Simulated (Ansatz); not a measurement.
# Si: the cost of one run

Code: Ansatz 0.2.0. PAW datasets, plane waves. (Simulation; spin polarisation is off.)

### Step 1. The system as given

The cell was relaxed beforehand with r2SCAN.

The symmetry is P6_3/mmc (No. 194, hexagonal); conventional cell a = 3.832 Å, c = 6.341 Å, 20.16 Å³ an atom. Si has 4 Si at 2.35–2.37 Å.

Structure file:

```cif
data_structure
_symmetry_space_group_name_H-M 'P6_3/mmc'
_symmetry_Int_Tables_number 194
_cell_length_a 3.8321
_cell_length_b 3.8321
_cell_length_c 6.3412
_cell_angle_alpha 90.000
_cell_angle_beta 90.000
_cell_angle_gamma 120.000
_cell_volume 80.65
loop_
_atom_site_label
_atom_site_type_symbol
_atom_site_symmetry_multiplicity
_atom_site_Wyckoff_symbol
_atom_site_fract_x
_atom_site_fract_y
_atom_site_fract_z
_atom_site_occupancy
Si1 Si 4 f 0.33333 0.66667 0.06306 1
```

### Step 2. Band structure with PBE

File input.yaml:

```yaml
crystal:
  lattice:
    - [3.8321168178, 0.0, 0.0]
    - [-1.9160584089, 3.3187105145, 0.0]
    - [0.0, 0.0, 6.3412384215]
  atoms:
    - { symbol: Si, position: [0.3333333333, 0.6666666667, 0.063061242] }
    - { symbol: Si, position: [0.6666666667, 0.3333333333, 0.563061242] }
    - { symbol: Si, position: [0.3333333333, 0.6666666667, 0.436938758] }
    - { symbol: Si, position: [0.6666666667, 0.3333333333, 0.936938758] }
kpoints:
  mp_grid: { grid: [12, 12, 4] }
  band_path:
    path:
      - [[0.0, 0.0, 0.0], [0.5, -1.254170047338e-17, -7.755186711786e-35], [0.3333333333333, 0.3333333333333, -8.954918271331e-35], [0.0, 0.0, 0.0], [-9.45972895635e-52, -1.744052826273e-52, 0.5], [0.5, -1.254170047338e-17, 0.5], [0.3333333333333, 0.3333333333333, 0.5], [-9.45972895635e-52, -1.744052826273e-52, 0.5]]
      - [[0.5, -1.254170047338e-17, 0.5], [0.5, -1.254170047338e-17, -7.755186711786e-35]]
      - [[0.3333333333333, 0.3333333333333, 0.5], [0.3333333333333, 0.3333333333333, -8.954918271331e-35]]
    npoints: 10
hamiltonian:
  xc: pbe
scf:
  occupations: { method: fermi_dirac, width: 0.02 }
  n_extra_bands: 5
output:
  forces: true
  stress: true
  eigenvalues: true
```

Command:

```sh
ansatz run input.yaml --threads 2 --pin off --max-ram 2211MiB --backend cpu --events-out ev --progress --plain --runs-dir out
```

What time and memory should one allow on 2 threads of Arm Neoverse V2, shared host?

About 2.5 s, with a peak of 0.34 GiB.
